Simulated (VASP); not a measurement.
A run of VASP 6.6.1 is set up as follows.

The input INCAR:

```
SYSTEM = Sn
ALGO = Normal
EDIFF = 1E-7
EDIFFG = -0.005
ENCUT = 600
GGA = PE
IBRION = 2
ISIF = 3
ISMEAR = 0
LASPH = .True.
LCHARG = .False.
LREAL = .False.
LWAVE = .False.
NELM = 80
NSW = 90
PREC = Accurate
SIGMA = 0.03
```

KPOINTS

```
k-points
0
Gamma
  12 12 12
  0 0 0
```

POSCAR

```
Sn                                      
1.0
   -1.9006422769      1.9006422769      1.9006422769
    1.9006422769     -1.9006422769      1.9006422769
    1.9006422769      1.9006422769     -1.9006422769
  Sn            
     1
Direct
     0.0000000000000000    0.0000000000000000    0.0000000000000000
```

Potentials or basis: VASP PAW PBE potentials, release 64 (Sn_d).

Launch:

```bash
$ cat potpaw_PBE.64/Sn_d/POTCAR > POTCAR
$ mpirun -np 1 vasp_std > vasp.out
```

Q: Estimate the band gap on the k mesh.

A: None (metal or under the smearing width).

Final structure:
```
Sn
1.0
    -1.90064    1.90064    1.90064
     1.90064   -1.90064    1.90064
     1.90064    1.90064   -1.90064
Sn
1
Direct
  0.00000 0.00000 0.00000
```

Caveat: the relaxation stopped at its first step, so nothing moved.
